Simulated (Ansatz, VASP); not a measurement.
KCl in VASP and in Ansatz

The input POSCAR:

```
KCl
1.0
    0.0000000000      3.1448482518      3.2741015149
    3.1448482518      0.0000000000      3.2741015149
    3.1448482518      3.1448482518      0.0000000000
K Cl
1 1
Direct
    0.0000000000      0.0000000000      0.0000000000
    0.5000000000      0.5000000000      0.5000000000
```

Contents of INCAR.step1:

```
SYSTEM = KCl
ALGO     = Normal         ! electronic algorithm
EDIFF    = 1E-4           ! SCF threshold, eV
ENCUT    = 520            ! plane-wave cutoff, eV
GGA      = PE             ! functional
ISMEAR   = 0              ! smearing method
LASPH    = .True.         ! aspherical terms in the spheres
LCHARG   = .False.        ! write CHGCAR
LREAL    = .False.        ! projectors in reciprocal space
LWAVE    = .True.         ! write WAVECAR
NBANDS   = 15             ! bands
NELM     = 100            ! most SCF steps
PREC     = Accurate       ! precision mode
SIGMA    = 0.01           ! smearing width, eV
```

INCAR.step2

```
SYSTEM = KCl
ALGO     = Normal         ! electronic algorithm
EDIFF    = 1E-6           ! SCF threshold, eV
ENCUT    = 520            ! plane-wave cutoff, eV
ISIF     = 2              ! what is computed and relaxed
ISMEAR   = 0              ! smearing method
ISTART   = 1            
LASPH    = .True.         ! aspherical terms in the spheres
LCHARG   = .False.        ! write CHGCAR
LMIXTAU  = .True.       
LREAL    = .False.        ! projectors in reciprocal space
LWAVE    = .False.        ! write WAVECAR
METAGGA  = R2SCAN         ! meta-GGA
NBANDS   = 15             ! bands
NELM     = 100            ! most SCF steps
PREC     = Accurate       ! precision mode
SIGMA    = 0.01           ! smearing width, eV
```

Contents of KPOINTS:

```
k-points
0
Gamma
  8 8 8
  0 0 0
```

Input for Ansatz:

```yaml
crystal:
  lattice:
    - [0.0, 3.1448482518, 3.2741015149]
    - [3.1448482518, 0.0, 3.2741015149]
    - [3.1448482518, 3.1448482518, 0.0]
  atoms:
    - { symbol: K, position: [0.0, 0.0, 0.0] }
    - { symbol: Cl, position: [0.5, 0.5, 0.5] }
kpoints:
  mp_grid: { grid: [8, 8, 8] }
  band_path:
    path:
      - [0.0, 0.0, 0.0]
      - [0.5, 0.0, 0.5]
      - [0.625, 0.25, 0.625]
      - [0.375, 0.375, 0.75]
      - [0.5, 0.5, 0.5]
      - [0.5, 0.25, 0.75]
    npoints: 1
hamiltonian:
  xc: r2scan
scf:
  occupations: { method: fixed }
  n_extra_bands: 4
output:
  forces: true
  stress: true
  eigenvalues: true
  write_density: true
  write_potential: true
  elf: true
  volumetric_format: npy
```

Change from the starting cell: uniaxial_z strain +4.1%.

Alike in both runs: task single point; functional r2SCAN; k mesh 8 × 8 × 8; no spin polarisation.

```csv
,VASP,Ansatz
version,VASP 6.6.1,Ansatz 0.2.0
potentials or method,"VASP PAW PBE potentials, release 64 (K_sv, Cl)","plane waves, PAW"
plane-wave cutoff (eV),520,500
occupations,"gaussian, width 0.01 eV",fixed
valence electrons in the cell,16,16
```

Ansatz gave:

| Quantity | Value |
| --- | --- |
| gap on the k mesh at the Fermi level (eV) | 5.68 |
| pressure (GPa) | -0.6 |
| largest component of the traceless stress (GPa) | 0.80 |

Estimate VASP's values.

gap on the k mesh at the Fermi level (eV): 5.68; pressure (GPa): -0.6; largest component of the traceless stress (GPa): 0.81.

Caveats: the PAW data sets were made with another functional, which shifts forces and pressure a little (VASP). A k mesh can miss the band edges.
